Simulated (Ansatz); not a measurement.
The parent structure is InN in the zinc blende structure (space group F-43m, No. 216; a = 5.0490 Å).

Level of theory: PBE (Ansatz, a first-principles code, PAW, no SOC).

Base values:

| Item | Result |
|---|---|
| Volume per atom | 16.09 Å³ |

Now apply this change: a hydrostatic pressure of 0.7 GPa.

How does this affect the volume per atom?

The volume per atom decreases by 0.09 Å³ (16.09 Å³ → 16.00 Å³).

Load acts through the strain it causes; cell and atoms are relaxed under it. No phonon test of stability was made. The final runs are not spin-polarised. This is not the structure that InN has at room temperature and ambient pressure.
